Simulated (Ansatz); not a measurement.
# In2Si2O7 (C2/m): the host for defect calculations, part 2 of 3

Before any defect goes in: In2Si2O7 (C2/m) at rest, and how it screens a charge.

Ansatz 0.2.0; plane-wave PAW DFT, PBEsol; relaxation of the host's cell and atoms (the session's first sound run).

So far: The starting structure; Host cell relaxation.

## Step 3: Dielectric tensors of the host

The response to a uniform electric field gives the electronic dielectric tensor.

This step: plane-wave PAW DFPT, PBEsol; dielectric tensors, Born charges and zone-centre modes of the host (Ansatz 0.2.0).

Input file eps/input.yaml:

```yaml
crystal:
  lattice:
    - [3.3165542493, -4.3246173852, 0.0030152332]
    - [3.3165542493, 4.3246173852, 0.0030152332]
    - [-1.0404727708, 0.0, 4.608446634]
  atoms:
    - { symbol: In, position: [0.3075872811, 0.6924127189, 0.0] }
    - { symbol: In, position: [0.6924127189, 0.3075872811, 0.0] }
    - { symbol: Si, position: [0.2216743399, 0.2216743399, 0.4097557015] }
    - { symbol: Si, position: [0.7783256601, 0.7783256601, 0.5902442985] }
    - { symbol: O, position: [0.9211007053, 0.6075293854, 0.7813927726] }
    - { symbol: O, position: [0.3924706146, 0.0788992947, 0.2186072274] }
    - { symbol: O, position: [0.0788992947, 0.3924706146, 0.2186072274] }
    - { symbol: O, position: [0.6075293854, 0.9211007053, 0.7813927726] }
    - { symbol: O, position: [0.0, 0.0, 0.5] }
    - { symbol: O, position: [0.6078708846, 0.6078708846, 0.2824915868] }
    - { symbol: O, position: [0.3921291154, 0.3921291154, 0.7175084132] }
basis:
  ecutwfc: 420
hamiltonian:
  xc: pbesol
kpoints:
  mp_grid: { grid: [5, 5, 5] }
scf:
  occupations: { method: fixed }
  max_iter: 100
phonons:
  method: dfpt
  dielectric: true
  rigid_motions: translations
```

Launch:

```sh
$ ansatz run input.yaml --threads 8 --pin off --max-ram 13189MiB --backend cpu --events-out ev --progress --plain --runs-dir out
```

Numbers of over 12 decimals in the logs are rounded to 6 here.

Log:

```text
[...]
Crystal: 11 atoms, lattice volume = 132.223 Å³
Basis set: ecut = 420 eV, 2579 PW (Γ), exchange–correlation on 80×80×64 points (8 copies of the dense FFT grid, shifted against one another)
Bands: 49, of which v1, the nominal top of the filled ones, is band 38 counted from 1 (37 counted from 0)
Symmetry: 4 space group operations
k-points: 63 of 125 (irreducible under 1 space group operation, time reversal used)
[...]
SCF iter   1: F=—  HF=-16227.315454 eV  |F-HF|=—  |Δ(HF+E_count)|=         —  Δρ=1.41e-2  dr2=2.04e-1  ethr=1.77e-3  ⟨swp⟩=4.7  Hψ=11671  notcnv=0  defer=566
[...]
SCF iter  11: F=-16227.255594 eV  HF=-16227.255594 eV  |F-HF|=0.00e0  |Δ(HF+E_count)|=  1.38e-10  Δρ=6.42e-8  dr2=4.48e-12  ethr=1.00e-12  ⟨swp⟩=15.1  Hψ=20293  notcnv=0
SCF 1 converged in 11 iterations: F = -16227.255594 eV  dr2 = 4.48e-12
[...]
NSCF: frozen V_eff on 10 k-points
DFPT response loops at Γ: preconditioner auto → Resta (q_TF=auto, 2.488 Å⁻¹)  ε∞=4.6 (no band partly filled); β = 1.00, the filter's whole step (`scf.mixing.beta` (0.50) is not read by the response loops at its default; [...]
── the response to a field inside a basis, on 6×6×6 k-points: an SCF that follows is theirs, and a resumed run solves both again ──
Bands: 39, of which v1, the nominal top of the filled ones, is band 38 counted from 1 (37 counted from 0)
k-points: 63 of 216
[...]
Eigensolver: Dense (63 Hₖ)
SCF iter   1: F=—  HF=-16227.032213 eV  |F-HF|=—  |Δ(HF+E_count)|=         —  Δρ=5.27e-4  dr2=9.64e-5  ethr=1.00e-1
[...]
SCF iter   5: F=-16227.032338 eV  HF=-16227.032338 eV  |F-HF|=7.98e-9  |Δ(HF+E_count)|=   3.13e-7  Δρ=7.04e-6  dr2=6.32e-8  ethr=5.00e-10
SCF 1 converged in 5 iterations: F = -16227.032338 eV  dr2 = 6.32e-8
[...]
SCF converged after 11 iterations
Free energy (F): -16227.255594 eV
[...]
Internal energy: -16227.255594 eV  (E = F + TS)
E sigma→0 (E₀):  -16227.255594 eV
Fermi energy:    6.262898 eV
[...]
--- Band table (eV; the first three rows and the last of 63) ---
[...]
[... further k-points left out ...]
--- Phonons (Γ-DFPT): 15 representative perturbations + reference, on 63 of 125 k-points (Σ response iterations 58) ---
  k mesh reduced under 1 symmetry operation, with k and −k counted as one. Each operation leaves every solved perturbation unchanged. A smaller set is not considered because the run solves the response to a homogeneous field
  ASR residual: 6.187e-5 → 0.000e0 eV/Å²; symmetrization residual: 1.096e-5 eV/Å²
  ASR residual per site (eV/Å²): 9.47e-6 9.47e-6 1.79e-5 1.79e-5 6.15e-5 6.15e-5 6.15e-5 6.15e-5 3.12e-5 6.19e-5 6.19e-5
  Γ frequencies (cm⁻¹): 0.00 0.00 0.00 106.37 132.78 133.52 170.17 173.50 182.90 200.12 202.21 256.77 298.82 333.37 350.85 352.49 378.77 428.64 435.51 444.85 458.65 465.81 498.12 505.92 548.53 655.04 812.85 850.18 882.53 903.93 915.06 928.93 1121.56
  ε∞ (high-frequency dielectric tensor):
        3.691775    -0.000000     0.046868
       -0.000000     3.497589    -0.000000
        0.046868    -0.000000     3.356793
  ε⁰ (static dielectric tensor: ions relaxed, cell fixed):
       11.038033    -0.000000    -1.112582
       -0.000000     8.852554     0.000000
       -1.112582     0.000000     8.649361
  ε⁰ − ε∞ (ionic part):
        7.346258     0.000000    -1.159450
        0.000000     5.354965     0.000000
       -1.159450     0.000000     5.292567
  softest optical mode at Γ: 106.37 cm⁻¹; the repairs (sum rule, projections) moved no ω² at Γ by more than (2.71 cm⁻¹)²
  Born effective charges Z* (e; rows j = field, columns β = displacement):
    site 0:
         3.61207   -0.00000   -0.01228
        -0.00000    3.43709   -0.00000
         0.07952   -0.00000    3.00899
    site 1:
         3.61207   -0.00000   -0.01228
        -0.00000    3.43709   -0.00000
         0.07952   -0.00000    3.00899
    site 2:
         3.53969   -0.00000    0.01545
        -0.00000    3.31126   -0.00000
        -0.15194   -0.00000    3.64865
    site 3:
         3.53969   -0.00000    0.01545
        -0.00000    3.31126   -0.00000
        -0.15194   -0.00000    3.64865
    site 4:
        -1.86140    0.07761    0.09700
         0.11849   -2.18395    0.67718
         0.14425    0.70323   -1.74252
    site 5:
        -1.86140   -0.07761    0.09700
        -0.11849   -2.18395   -0.67718
         0.14425   -0.70323   -1.74252
    site 6:
        -1.86140    0.07761    0.09700
         0.11849   -2.18395    0.67718
         0.14425    0.70323   -1.74252
    site 7:
        -1.86140   -0.07761    0.09700
        -0.11849   -2.18395   -0.67718
         0.14425   -0.70323   -1.74252
    site 8:
        -3.35157    0.00000    0.60761
         0.00000   -1.17109    0.00000
         0.61965    0.00000   -1.42456
    site 9:
        -1.75318    0.00000   -0.50097
         0.00000   -1.79490    0.00000
        -0.52590    0.00000   -2.46031
    site 10:
        -1.75318    0.00000   -0.50097
[...]
Z* charge neutrality: 1.983e-2 e pre-enforcement
  solved inside a basis spanned on kpoints, on 6×6×6 k-points, its susceptibility summed on 8×8×10: ε∞ is read to err by 1.8e-2, Z* by 1.8e-2 e (field_mesh: kpoints solves on kpoints); Z* is corrected for what the basis lacks
  optical modes at Γ without the LO–TO term, one row a degenerate level:
      ω (cm⁻¹)  modes    IR ((D/Å)²/amu)
[...]
optical modes at Γ + LO–TO along q̂ = [1.0000, 0.0000, 0.0000]:
      ω (cm⁻¹)  modes    IR ((D/Å)²/amu)
[...]
optical modes at Γ + LO–TO along q̂ = [0.0000, 1.0000, 0.0000]:
      ω (cm⁻¹)  modes    IR ((D/Å)²/amu)
[...]
optical modes at Γ + LO–TO along q̂ = [0.0000, 0.0000, 1.0000]:
      ω (cm⁻¹)  modes    IR ((D/Å)²/amu)
[...]
465.81      1             5.1567
        498.17      1            25.2501
        505.92      1             0.0000
        548.53      1             4.7581
        655.04      1             0.0000
        818.32      1             7.6664
        850.18      1            44.0909
        903.93      1             0.0000
        915.06      1             0.0000
        928.93      1             0.0000
       1006.58      1            54.9536
       1133.97      1            29.8853
```

Elapsed: 4.7 min, on 8 threads of Arm Neoverse N1, shared host; peak memory 2.1 GiB.

The column dr2 measures how far the density is from self-consistency, as an energy; F and HF (Harris–Foulkes) agree once it is small.

Electronic dielectric tensor:

```
3.69 0.00 0.05
0.00 3.50 0.00
0.05 0.00 3.36
```

Static dielectric tensor:

```
11.04  0.00 -1.11
 0.00  8.85  0.00
-1.11  0.00  8.65
```

The principal values of the electronic dielectric tensor are 3.35, 3.50 and 3.70. The principal values of the static dielectric tensor are 8.21, 8.85 and 11.48.

## Step 4: Primitive cell on a dense mesh

A dense mesh gives the host's converged energy, against which the supercell's sampling is tested.

This step: plane-wave PAW DFT, PBEsol; single point of the host's primitive cell on a dense mesh (Ansatz 0.2.0).

dense/input.yaml, as its differences from eps/input.yaml of step 3:

```diff
@@ -19,2 +19,3 @@
   ecutwfc: 420
+  xc_grid: 2
 hamiltonian:
@@ -22,9 +23,5 @@
 kpoints:
-  mp_grid: { grid: [5, 5, 5] }
+  mp_grid: { grid: [6, 6, 6] }
 scf:
-  occupations: { method: fixed }
-  max_iter: 100
-phonons:
-  method: dfpt
-  dielectric: true
-  rigid_motions: translations
+  occupations: { method: fermi_dirac, width: 0.01 }
+  max_iter: 80
```

Log:

```text
[...]
Crystal: 11 atoms, lattice volume = 132.223 Å³
Basis set: ecut = 420 eV, 2579 PW (Γ), exchange–correlation on 80×80×64 points (8 copies of the dense FFT grid, shifted against one another)
Bands: 49, of which v1, the nominal top of the filled ones, is band 38 counted from 1 (37 counted from 0)
Symmetry: 4 space group operations
[...]
k-points: 68 of 216
[...]
SCF iter   1: F=—  HF=-16227.315300 eV  |F-HF|=—  |Δ(HF+E_count)|=         —  Δρ=1.41e-2  dr2=2.03e-1  ethr=1.77e-3  ⟨swp⟩=6.6  Hψ=15114  notcnv=0  defer=37
[...]
SCF iter   8: F=-16227.255506 eV  HF=-16227.255506 eV  |F-HF|=3.71e-8  |Δ(HF+E_count)|=   2.76e-8  Δρ=4.84e-6  dr2=3.09e-8  ethr=1.74e-10  ⟨swp⟩=1.0  Hψ=9038  notcnv=0
SCF 1 converged in 8 iterations: F = -16227.255506 eV  dr2 = 3.09e-8
[...]
SCF converged after 8 iterations
Free energy (F): -16227.255506 eV
[...]
Internal energy: -16227.255506 eV  (E = F + TS)
E sigma→0 (E₀):  -16227.255506 eV
Fermi energy:    7.704405 eV
[...]
```

It took 5.6 s on 8 threads; peak memory 0.83 GiB.

## Step 5: Self-consistent run

This step: plane-wave PAW DFT, PBEsol; single point of the defect-free supercell, a test of its k-points (Ansatz 0.2.0).

System of this step: In2Si2O7 (C2/m). The cell holds 44 atoms: 8 In, 8 Si and 28 O. Its edges and angles: a = 9.855 Å, b = 7.251 Å, c = 10.900 Å, α = 62.0°, β = 50.8°, γ = 77.5°.

Input file pristine.sampling/input.yaml:

```yaml
crystal:
  lattice:
    - [-1.0404727708, 8.6492347704, 4.608446634]
    - [5.5926357278, 0.0, 4.6144771005]
    - [6.6331084986, 8.6492347704, 0.0060304665]
  atoms:
    - { symbol: In, position: [0.3462063595, 0.6537936405, 0.3462063595] }
    - { symbol: In, position: [0.3462063595, 0.6537936405, 0.8462063595] }
    - { symbol: In, position: [0.8462063595, 0.1537936405, 0.3462063595] }
    - { symbol: In, position: [0.8462063595, 0.1537936405, 0.8462063595] }
    - { symbol: In, position: [0.1537936405, 0.8462063595, 0.1537936405] }
    - { symbol: In, position: [0.1537936405, 0.8462063595, 0.6537936405] }
    - { symbol: In, position: [0.6537936405, 0.3462063595, 0.1537936405] }
    - { symbol: In, position: [0.6537936405, 0.3462063595, 0.6537936405] }
    - { symbol: Si, position: [0.0940406808, 0.3157150207, 0.4059593192] }
    - { symbol: Si, position: [0.0940406808, 0.3157150207, 0.9059593192] }
    - { symbol: Si, position: [0.5940406808, 0.8157150207, 0.4059593192] }
    - { symbol: Si, position: [0.5940406808, 0.8157150207, 0.9059593192] }
    - { symbol: Si, position: [0.4059593192, 0.1842849793, 0.0940406808] }
    - { symbol: Si, position: [0.4059593192, 0.1842849793, 0.5940406808] }
    - { symbol: Si, position: [0.9059593192, 0.6842849793, 0.0940406808] }
    - { symbol: Si, position: [0.9059593192, 0.6842849793, 0.5940406808] }
    - { symbol: O, position: [0.4301460336, 0.3512467389, 0.4130683064] }
    - { symbol: O, position: [0.4301460336, 0.3512467389, 0.9130683064] }
    - { symbol: O, position: [0.9301460336, 0.8512467389, 0.4130683064] }
    - { symbol: O, position: [0.9301460336, 0.8512467389, 0.9130683064] }
    - { symbol: O, position: [0.4130683064, 0.805538921, 0.4301460336] }
    - { symbol: O, position: [0.4130683064, 0.805538921, 0.9301460336] }
    - { symbol: O, position: [0.9130683064, 0.305538921, 0.4301460336] }
    - { symbol: O, position: [0.9130683064, 0.305538921, 0.9301460336] }
    - { symbol: O, position: [0.0698539664, 0.1487532611, 0.0869316936] }
    - { symbol: O, position: [0.0698539664, 0.1487532611, 0.5869316936] }
    - { symbol: O, position: [0.5698539664, 0.6487532611, 0.0869316936] }
    - { symbol: O, position: [0.5698539664, 0.6487532611, 0.5869316936] }
    - { symbol: O, position: [0.0869316936, 0.694461079, 0.0698539664] }
    - { symbol: O, position: [0.0869316936, 0.694461079, 0.5698539664] }
    - { symbol: O, position: [0.5869316936, 0.194461079, 0.0698539664] }
    - { symbol: O, position: [0.5869316936, 0.194461079, 0.5698539664] }
    - { symbol: O, position: [0.25, 0.25, 0.25] }
    - { symbol: O, position: [0.25, 0.25, 0.75] }
    - { symbol: O, position: [0.75, 0.75, 0.25] }
    - { symbol: O, position: [0.75, 0.75, 0.75] }
    - { symbol: O, position: [0.3373103511, 0.9451812357, 0.1626896489] }
    - { symbol: O, position: [0.3373103511, 0.9451812357, 0.6626896489] }
    - { symbol: O, position: [0.8373103511, 0.4451812357, 0.1626896489] }
    - { symbol: O, position: [0.8373103511, 0.4451812357, 0.6626896489] }
    - { symbol: O, position: [0.1626896489, 0.5548187643, 0.3373103511] }
    - { symbol: O, position: [0.1626896489, 0.5548187643, 0.8373103511] }
    - { symbol: O, position: [0.6626896489, 0.0548187643, 0.3373103511] }
    - { symbol: O, position: [0.6626896489, 0.0548187643, 0.8373103511] }
basis:
  ecutwfc: 420
  xc_grid: 2
hamiltonian:
  xc: pbesol
kpoints:
  mp_grid: { grid: [1, 1, 1], shift: [0.25, 0.25, 0.25] }
scf:
  occupations: { method: fermi_dirac, width: 0.01 }
  max_iter: 80
```

Log:

```text
[...]
Crystal: 44 atoms, lattice volume = 528.894 Å³
Basis set: ecut = 420 eV, 10349 PW (Γ), exchange–correlation on 144×100×150 points (8 copies of the dense FFT grid, shifted against one another)
Bands: 196, of which v1, the nominal top of the filled ones, is band 152 counted from 1 (151 counted from 0)
Symmetry: 8 space group operations
k-points: 1
[...]
SCF iter   1: F=—  HF=-64909.181328 eV  |F-HF|=—  |Δ(HF+E_count)|=         —  Δρ=1.41e-2  dr2=8.11e-1  ethr=1.77e-3  ⟨swp⟩=5.0  Hψ=823  notcnv=0  defer=31
[...]
SCF iter   8: F=-64908.944418 eV  HF=-64908.944418 eV  |F-HF|=1.43e-7  |Δ(HF+E_count)|=   4.54e-8  Δρ=4.85e-6  dr2=1.24e-7  ethr=1.74e-10  ⟨swp⟩=1.0  Hψ=492  notcnv=0
SCF 1 converged in 8 iterations: F = -64908.944418 eV  dr2 = 1.24e-7
[...]
SCF converged after 8 iterations
Free energy (F): -64908.944418 eV
[...]
Internal energy: -64908.944418 eV  (E = F + TS)
E sigma→0 (E₀):  -64908.944418 eV
Fermi energy:    7.969541 eV
[...]
```

It took 2.6 s on 8 threads; peak memory 0.97 GiB.

Numbers from this step:

* energy over dense mesh: 0.001764 eV/atom

(Continued in part 3 of 3.)

[Logs are printed without paths, hosts, clocks, repeated set-up lines and the standing remarks that a program may print on its own settings, such as how far it seeks lower states.]

[Hosts, paths, dates, database ids (printed as entryN), source tags and the programs' standing remarks are cut or masked in the printed files.]

[Runs of the host that timed out are not shown.]

[For some hosts the program warned that the k-mesh of the response run may be too coarse for force constants and the static dielectric constant; such warnings are not always shown.]
